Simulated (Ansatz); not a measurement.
Runs of Ansatz 0.2.0 on Mg. It takes space group Im-3m (No. 229, cubic). Conventional cell: a = 3.546 Å, b = 3.546 Å, c = 3.546 Å, α = 90.00°, β = 90.00°, γ = 90.00°. Mg (site symmetry m-3m) has 8 Mg at 3.07 Å as nearest neighbours. This isn't the form of Mg at room conditions, which is hcp.

```csv
level,potentials or basis,spin,cell,cutoff (eV),smearing,basis error allowed,gap on the mesh (eV),pressure (GPa)
PBEsol+D4,"all-electron LAPW, scalar-relativistic",off,cell strained at random at fixed volume,127,tetrahedron,0.001 eV/atom,none,(a)
LDA,"all-electron LAPW, scalar-relativistic",off,as given,119,gaussian 0.1 eV,0.001 eV/atom,none,-1.3
PBEsol+D3(BJ),all-electron PAW datasets made for the crystal,"collinear, ferromagnetic start",as given,180,tetrahedron,-,none,-2.0
LDA,"all-electron LAPW, scalar-relativistic",off,as given,119,gaussian 0.02 eV,0.001 eV/atom,none,-1.3
```

Alike in all rows: task single point; k mesh 11 × 11 × 11.

**Question.** Fill in the values left out.

**Answer.** (a) -0.6.

Caveats: pairwise dispersion overbinds metals, which lowers pressure and volume (some runs).

A k mesh can miss the band edges.

A gap of «none» marks a metal or a gap under the smearing width.

Not every run made on this cell is shown here.
